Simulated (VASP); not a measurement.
# Si (Fd-3m) in VASP: further runs, part 2 of 2

VASP 6.6.1. Earlier steps stand in the parts before.

### 4 G0W0 quasiparticle levels, PBE

POSCAR

```
Si
1.0
    0.0000000000      2.7218511865      2.7218511865
    2.7218511865      0.0000000000      2.7218511865
    2.7218511865      2.7218511865      0.0000000000
Si
2
Direct
    0.5000000000      0.5000000000      0.5000000000
    0.7500000000      0.7500000000      0.7500000000
```

INCAR.step1

```
SYSTEM = Si
ALGO = Normal
EDIFF = 1E-8
ENCUT = 450
GGA = PE
ISMEAR = 0
LASPH = .True.
LCHARG = .False.
LREAL = .False.
LWAVE = .True.
NELM = 60
PREC = Accurate
SIGMA = 0.01
```

INCAR.step2

```
SYSTEM = Si
ALGO = Exact
EDIFF = 1E-8
ENCUT = 450
GGA = PE
ISMEAR = 0
ISTART = 1
LASPH = .True.
LCHARG = .False.
LOPTICS = .True.
LREAL = .False.
LWAVE = .True.
NBANDS = 165
NELM = 1
PREC = Accurate
SIGMA = 0.01
```

INCAR.step3

```
SYSTEM = Si
ALGO = EVGW0
EDIFF = 1E-8
ENCUT = 450
ENCUTGW = 200
GGA = PE
ISMEAR = 0
ISTART = 1
LASPH = .True.
LCHARG = .False.
LREAL = .False.
LWAVE = .False.
NBANDS = 165
NBANDSGW = 12
NELMGW = 1
NOMEGA = 48
PREC = Accurate
PRECFOCK = Fast
SIGMA = 0.01
```

KPOINTS

```
k-points
0
Gamma
  3 3 3
  0 0 0
```

Potentials or basis: VASP PAW PBE potentials, release 64 (Si_GW).

On the command line:

```bash
> cat potpaw_PBE.64/Si_GW/POTCAR > POTCAR
> cp INCAR.step1 INCAR
> mpirun -np 1 vasp_std > vasp.out
> cp INCAR.step2 INCAR
> mpirun -np 1 vasp_std > vasp.out
> cp INCAR.step3 INCAR
> mpirun -np 1 vasp_std > vasp.out
```

OUTCAR:

```text
SYSTEM = Si
   EDIFF = 1E-8
   ENCUT = 450
   ENCUTGW = 200
   GGA = PE
   ISMEAR = 0
   ISTART = 1
   LASPH = .True.
   LREAL = .False.
   NELMGW = 1
   PREC = Accurate
   PRECFOCK = Fast

 Found      4 irreducible k-points:

 Following reciprocal coordinates:
            Coordinates               Weight
  0.000000  0.000000  0.000000      1.000000
  0.333333  0.000000  0.000000      8.000000
  0.333333  0.333333  0.000000      6.000000
 -0.333333  0.333333  0.000000     12.000000
   k-points           NKPTS =      4   k-points in BZ     NKDIM =     27   number of bands    NBANDS=    165
   number of dos      NEDOS =    301   number of ions     NIONS =      2
   total plane-waves  NPLWV =  21952
   dimension x,y,z NGX =    28 NGY =   28 NGZ =   28
   dimension x,y,z NGXF=    56 NGYF=   56 NGZF=   56
   ions per type =               2
   NGX,Y,Z   is equivalent  to a cutoff of  12.09, 12.09, 12.09 a.u.
   NGXF,Y,Z  is equivalent  to a cutoff of  24.19, 24.19, 24.19 a.u.
[... 54 lines left out ...]
   NELMHF              =     1    number of iterations in the inner HF iteration
   NKREDLFX            =     1    NKREDLFY  =   1   NKREDLFZ  =   1
 non-spin polarized calculation
 Gauss-broadening in eV      SIGMA  =   0.01
  energy-cutoff  :      450.00
  volume of cell :       40.33
 maximum number of plane-waves:       893
 NGX is ok and might be reduce to    28
  NGX = 16; NGY = 16; NGZ = 16
   NGX = 13   NGY = 13   NGZ = 13
 maximum number of plane-waves:       259

 QP shifts <psi_nk| G(iteration)W_0 |psi_nk>: iteration 1
 for sc-GW calculations column KS-energies equals QP-energies in previous step
 and V_xc(KS)=  KS-energies - (<T + V_ion + V_H > + <T+V_H+V_ion>^1  + <V_x>^1)

 k-point   1 :       0.0000    0.0000    0.0000
  band No.  KS-energies  QP-energies   sigma(KS)   V_xc(KS)     V^pw_x(r,r')   Z            occupation Imag(sigma)

      1      -6.4325      -7.1170     -11.3387     -10.4342     -17.4248       0.7568       2.0000       1.2782
      2       5.5010       4.9005     -12.2087     -11.4221     -13.4294       0.7634       2.0000       0.0377
      3       5.5010       4.9005     -12.2087     -11.4221     -13.4294       0.7634       2.0000       0.0377
      4       5.5010       4.9005     -12.2087     -11.4221     -13.4294       0.7634       2.0000       0.0377
      5       8.0158       8.0950      -9.9673     -10.0709      -5.3656       0.7648       0.0000      -0.1246
      6       8.0158       8.0950      -9.9673     -10.0709      -5.3656       0.7648       0.0000      -0.1246
      7       8.0158       8.0950      -9.9673     -10.0709      -5.3656       0.7648       0.0000      -0.1246
      8       8.7867       9.0053     -10.7459     -11.0339      -5.5737       0.7591       0.0000      -0.1388
      9      13.1689      13.3598      -9.7324      -9.9879      -4.1513       0.7475       0.0000      -0.2101
     10      13.1689      13.3598      -9.7324      -9.9879      -4.1513       0.7475       0.0000      -0.2101
     11      13.4319      13.1200      -7.9960      -7.6090      -2.4805       0.8059       0.0000      -0.3463
     12      16.6688      16.4600      -8.5203      -8.2483      -2.1676       0.7678       0.0000      -0.6262
[... 36 lines left out ...]
      1      -3.1838      -3.7840     -11.7417     -10.9016     -16.4741       0.7144       2.0000       0.6210
      2      -1.2644      -1.8753     -11.7368     -10.8864     -15.5005       0.7183       2.0000       0.3570
      3       1.0888       0.4432     -10.7103      -9.8453     -12.9795       0.7463       2.0000       0.1232
      4       3.3836       2.7679     -11.6373     -10.8165     -13.4271       0.7501       2.0000       0.0516
      5       7.0350       7.0063      -9.1813      -9.1442      -4.7336       0.7735       0.0000      -0.1056
      6      11.2761      11.2179      -9.7773      -9.7014      -4.5675       0.7667       0.0000      -0.2376
      7      11.9137      12.0474     -10.0725     -10.2516      -4.3400       0.7467       0.0000      -0.3089
      8      12.5261      12.6235     -10.3756     -10.5050      -4.6738       0.7536       0.0000      -0.3027
      9      12.8638      12.9680     -10.1202     -10.2605      -4.1378       0.7420       0.0000      -0.3415
     10      13.1278      13.1511      -9.7183      -9.7484      -4.1666       0.7727       0.0000      -0.3206
     11      19.8065      19.6177      -8.9106      -8.6604      -2.3238       0.7545       0.0000      -0.7570
     12      20.3688      20.1088      -8.5128      -8.1740      -2.0224       0.7673       0.0000      -0.8095
```

OUTCAR.step1:

```text
SYSTEM = Si
   EDIFF = 1E-8
   ENCUT = 450
   GGA = PE
   ISMEAR = 0
   LASPH = .True.
   LREAL = .False.
[... 151 lines left out ...]
      2.72185      2.72185      2.72185        -0.000000     -0.000000     -0.000000
      4.08278      4.08278      4.08278         0.000000      0.000000      0.000000
 -----------------------------------------------------------------------------------
    total drift:                                0.000000      0.000000     -0.000000

  FREE ENERGIE OF THE ION-ELECTRON SYSTEM (eV)
  ---------------------------------------------------
  free  energy   TOTEN  =       -10.2274592544 eV

  energy  without entropy=      -10.2274592544  energy(sigma->0) =      -10.22745925
```

Wall time 67 s (1 thread of Intel Xeon Platinum 8559C (Emerald Rapids), shared host); peak memory 0.29 GiB.

These settings aren't checked as converged: the numbers below hold their error.

What came out:

* Band gap on the k mesh, mean-field level: 0.70 eV, indirect (least direct gap 2.51 eV)
* Quasiparticle gap: 1.25 eV
* Least direct quasiparticle gap: 3.19 eV

Caveat: the k mesh is coarse (spacing up to 0.67 Å⁻¹), so the values aren't converged; bands, screening cutoff and mesh are small and nothing is extrapolated, so the quasiparticle values aren't converged; an odd mesh through Γ misses points on the zone boundary, where band edges often lie.

### 5 Chemical shielding, LDA (cell strained at random at fixed volume)

INCAR

```
ALGO = Normal ; DQ = 0.001
EDIFF = 1E-8 ; ENCUT = 520
ICHIBARE = 1 ; ISIF = 2
ISMEAR = 0 ; LASPH = True
LCHARG = False ; LCHIMAG = True
LNMR_SYM_RED = True ; LREAL = False
LWAVE = False ; NELM = 60
PREC = Accurate ; SIGMA = 0.01
```

KPOINTS

```
k-points
0
Gamma
  8 8 8
```

POSCAR

```
Si
1.0
   -0.0573530000      2.7249620000      2.6643970000
    2.6852670000     -0.0761020000      2.6831470000
    2.6646140000      2.7230590000     -0.0554490000
Si
2
Cartesian
    2.6462640000      2.6859595000      2.6460475000
    3.9693960000      4.0289392500      3.9690712500
```

Potentials or basis: VASP PAW LDA potentials, release 64 (Si).

On the command line:

```bash
> cat potpaw_LDA.64/Si/POTCAR > POTCAR
> mpirun -np 1 vasp_std > vasp.out
```

OUTCAR:

```text
EDIFF = 1E-8
   ENCUT = 520
   ISIF = 2
   ISMEAR = 0
   LASPH = True
   LREAL = False
   NELM = 60
   PREC = Accurate

 ion  position               nearest neighbor table
   1  0.500  0.500  0.500-   2 2.30   2 2.37   2 2.37   2 2.39
   2  0.750  0.750  0.750-   1 2.30   1 2.37   1 2.37   1 2.39

  LATTYP: Found a triclinic cell.
 ALAT       =     6.6424549064
 B/A-ratio  =     0.5792954098
 C/A-ratio  =     1.3869485384
 COS(alpha) =     0.0000615057
 COS(beta)  =     0.4647312419
 COS(gamma) =     0.8687587242

  Lattice vectors:

 A1 = (  -5.3865810000,  -2.7211560000,   2.7752950000)
 A2 = (  -2.7219670000,   0.0019030000,   2.7198460000)
 A3 = (  -5.2925280000,  -5.3719190000,  -5.2920950000)

Analysis of symmetry for initial positions (statically):
=====================================================================
 Subroutine PRICEL returns:
 Original cell was already a primitive cell.

 Routine SETGRP: Setting up the symmetry group for a
 triclinic supercell.

 Subroutine GETGRP returns: Found  2 space group operations
 (whereof  1 operations were pure point group operations)
 out of a pool of  2 trial point group operations.

The static configuration has the point symmetry C_1 .
 The point group associated with its full space group is S_2 .
[... 659 lines left out ...]
 -----------------------------------------------------------------------------------
    total drift:                               -0.000000      0.000000     -0.000000

  FREE ENERGIE OF THE ION-ELECTRON SYSTEM (eV)
  ---------------------------------------------------
  free  energy   TOTEN  =       -11.8835403892 eV

  energy  without entropy=      -11.8835403892  energy(sigma->0) =      -11.88354039

------------------------ aborting loop because EDIFF is reached ----------------------------------------

  Approximate magnetic susceptibility, pGv (10^-6 cm^3/mole)
     1       -150.248630         -0.807986         -0.550113
     2         -0.766065       -171.999007         -0.648647
     3         -0.493667         -0.735487       -149.899963
 -------------------------------------------------------------
  Approximate magnetic susceptibility, vGv (10^-6 cm^3/mole)
     1       -124.492532         -0.628577         -0.496576
     2         -0.600227       -142.982781         -0.439201
     3         -0.493734         -0.422360       -124.341546

         principal value                      axis
       (10^-6 cm^3/mole)           x,          y,          z
      --------------------------------------------------------
             -143.013881      0.0338      0.9991      0.0239
             -124.887109     -0.7558      0.0412     -0.6535
             -123.915869      0.6539     -0.0040     -0.7566
 -------------------------------------------------------------

 -------------------------------------------------------------
  G=0 CONTRIBUTION TO CHEMICAL SHIELDING (field along BDIR)
  using pGv susceptibility, excluding core contribution
 -------------------------------------------------------------
   BDIR                X                 Y                 Z
 -------------------------------------------------------------
     1         51.826872          0.278707          0.189756
     2          0.264247         59.329463          0.223745
     3          0.170286          0.253699         51.706603
 -------------------------------------------------------------

  Core NMR properties

  typ  El   Core shielding (ppm)
 ----------------------------
    1  Si     835.2548594
 ----------------------------

  Core contribution to magnetic susceptibility:     -4.76  10^-6 cm^3/mole
 --------------------------------------------------------------------------

  CSA tensor (J. Mason, Solid State Nucl. Magn. Reson. 2, 285 (1993))
  for chemical shielding  (including the isotropic core contribution)

  BDIR labels direction of applied magnetic field (i.e. B0)
  For BDIR==1, B0 along x-axis, etc.
  Induced field listed along cartesian directions for each BDIR
 ------------------------------------------------------------------------------------------
                 EXCLUDING G=0 CONTRIBUTION              INCLUDING G=0 CONTRIBUTION
 ------------------------------------------------------------------------------------------
  ion  BDIR            X           Y           Z                X           Y           Z
          (   iso_shield        span        skew ) (   iso_shield        span        skew )
 ------------------------------------------------------------------------------------------
    1     1     324.1699    -22.4507     -7.3540         377.6383    -22.1720     -7.1643
          2     -21.4602    297.5554    -20.2278         -21.1960    358.5265    -20.0040
          3      -7.3693    -21.2014    325.1339          -7.1990    -20.9477    378.4821
          (     315.6197     63.5093     -0.7751 ) (     371.5489     60.9105     -0.6750 )

    2     1     324.1699    -22.4507     -7.3540         377.6383    -22.1720     -7.1643
          2     -21.4602    297.5554    -20.2278         -21.1960    358.5265    -20.0040
          3      -7.3693    -21.2014    325.1339          -7.1990    -20.9477    378.4821
          (     315.6197     63.5093     -0.7751 ) (     371.5489     60.9105     -0.6750 )
 ------------------------------------------------------------------------------------------
  IF SPAN.EQ.0, THEN SKEW IS ILL-DEFINED
 ------------------------------------------------------------------------------------------
```

stdout:

```text
POSCAR found type information on POSCAR Si
 POSCAR found :  1 types and       2 ions
 scaLAPACK will be used
 LDA part: xc-table for (Slater(with rela. corr.)+CA(PZ))
 , standard interpolation
 POSCAR, INCAR and KPOINTS ok, starting setup
 FFT: planning ... GRIDC
 FFT: planning ... GRID_SOFT
 FFT: planning ... GRID
[... 31 lines left out ...]
BDIR= 3  IDIR= 2  IQ= -1
BDIR= 3  IDIR= 2  IQ=  0
BDIR= 3  IDIR= 2  IQ=  1
RLQ:   1    -0.330171502712E-01   -0.33017E-01   -0.46443E-02  5376   0.148E+00
RLQ:   2    -0.344789890219E-01   -0.14618E-02   -0.42516E-03  8737   0.263E-01
RLQ:   3    -0.345780340629E-01   -0.99045E-04   -0.12110E-04  8570   0.474E-02
RLQ:   4    -0.345822535292E-01   -0.42195E-05   -0.10476E-05  8766   0.789E-03
RLQ:   5    -0.345825323677E-01   -0.27884E-06   -0.50258E-07  8368   0.185E-03
RLQ:   6    -0.345825520136E-01   -0.19646E-07   -0.36753E-08  6665   0.455E-04
RLQ:   7    -0.345825537532E-01   -0.17395E-08   -0.39343E-09  5756   0.185E-04
```

Wall time 18 min (1 thread of Intel Xeon Platinum 8559C (Emerald Rapids), shared host); peak memory 0.51 GiB.

Chemical shielding (ppm):
```csv
atom,isotropic,span,skew
1 Si,372,61,-0.68
2 Si,372,61,-0.68
```

### 6 The reference run

An earlier run on the cell as given: functional PBE; potentials or basis VASP PAW PBE potentials, release 64 (Si); cutoff 520 eV; k mesh 8 × 8 × 8; occupations fermi-dirac, width 0.05 eV; no spin polarisation.

- Pressure: 1.3 GPa
- Band gap on the k mesh: 0.63 eV, indirect (least direct gap 2.56 eV)
